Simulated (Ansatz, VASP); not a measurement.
O: VASP beside Ansatz

The input INCAR:

```
PREC = Accurate ; ENCUT = 520
EDIFF = 1E-6 ; ISMEAR = -1
SIGMA = 0.05 ; LREAL = False
LASPH = True ; NELM = 150
ALGO = Normal ; ISIF = 2
LWAVE = False ; LCHARG = False
ISPIN = 2 ; MAGMOM = 1 1
LORBIT = 11 ; GGA = PE
NBANDS = 17
```

KPOINTS

```
regular mesh
0
Gamma
  10 10 8
```

The input POSCAR:

```
O
1.0
    2.8514028533     -1.6624159400      0.0000000000
    2.8514028533      1.6624159400      0.0000000000
   -2.3944914034      0.0000000000      3.6470501824
O
2
Direct
    0.0254538300      0.0254538300      0.1555740200
    0.9745461700      0.9745461700      0.8444259800
```

Input for Ansatz:

```yaml
crystal:
  lattice:
    - [2.8514028533, -1.66241594, 0.0]
    - [2.8514028533, 1.66241594, 0.0]
    - [-2.3944914034, 0.0, 3.6470501824]
  atoms:
    - { symbol: O, position: [0.02545383, 0.02545383, 0.15557402], spin: 1.0 }
    - { symbol: O, position: [0.97454617, 0.97454617, 0.84442598], spin: 1.0 }
magnetization:
  spin_polarized: true
kpoints:
  mp_grid: { grid: [10, 10, 8] }
scf:
  occupations: { method: fermi_dirac, width: 0.05 }
  lower_state_search: "off"
hamiltonian:
  xc: pbe
  pseudopotentials: { kind: all_electron, lapw: { basis_error: 0.001 } }
output:
  forces: true
  stress: true
  eigenvalues: true
  populations: true
```

Alike in both runs: task single point; functional PBE; k mesh 10 × 10 × 8; occupations fermi-dirac, width 0.05 eV; collinear spin.

|  | VASP | Ansatz |
| --- | --- | --- |
| version | VASP 6.6.1 | Ansatz 0.2.0 |
| potentials or method | VASP PAW PBE potentials, release 64 (O) | all-electron LAPW, scalar-relativistic |
| plane-wave cutoff (eV) | 520 | see its input |

VASP gave:

* pressure (GPa): 2.5
* largest component of the traceless stress (GPa): 1.98
* rms of the force components (eV/Å): 0.431
* net moment per atom (μB): 1.00
* size of the moment on the site where the two differ most (μB): 0.81

Question: What did Ansatz give for the same quantities?

Answer: Pressure (GPa): 0.6; largest component of the traceless stress (GPa): 1.38; rms of the force components (eV/Å): 0.224; net moment per atom (μB): 1.00; size of the moment on the site where the two differ most (μB): 0.64.

Site moments also hang on the region over which each program counts them. Atom by atom the forces differ by 0.656 eV/Å (rms over components). Ansatz ran all-electron here, so the differences hold the error of VASP's frozen core and of both bases. Ansatz warned: «stability_check_not_made».

Caveats: the standard files for N, O and F lose accuracy on very short bonds. A k mesh can miss the band edges.
